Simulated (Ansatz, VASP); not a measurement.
# Pb in VASP and in Ansatz

```xyz
1
Lattice="0.0000 2.4750 2.4750 2.4750 0.0000 2.4750 2.4750 2.4750 0.0000" Properties=species:S:1:pos:R:3 pbc="T T T"
Pb    0.0000    0.0000    0.0000
```

Alike in both runs: task relaxation of cell and atoms; functional RPBE; k mesh 9 × 9 × 9; occupations fermi-dirac, width 0.05 eV; no spin polarisation.

|  | VASP | Ansatz |
| --- | --- | --- |
| version | VASP 6.6.1 | Ansatz 0.2.0 |
| potentials or method | VASP PAW PBE potentials, release 64 (Pb_d) | Ansatz PAW |
| plane-wave cutoff (eV) | 600 | 420 |
| valence electrons in the cell | 14 | 14 |

```tsv
	VASP	Ansatz	Ansatz less VASP
relaxed volume (Å³/atom)	33.15	33.12	-0.028
relaxed cell length with the largest relative difference (Å)	3.606	3.605	-0.0010
energy change over the relaxation (meV/atom)	-31	-31	-0.3
```

Caveats: the PAW data sets were made with another functional, which shifts forces and pressure a little (VASP); the plane-wave basis is chosen anew once the cell has moved, so the energies of steps on either side of that aren't comparable (Ansatz); the PAW data sets come from PBE, with cores solved anew for the run's functional, which leaves a small shift of forces and pressure (Ansatz). Zero-point motion and thermal expansion aren't in these numbers. The runs have no spin-orbit coupling, so splittings on Pb are missing.
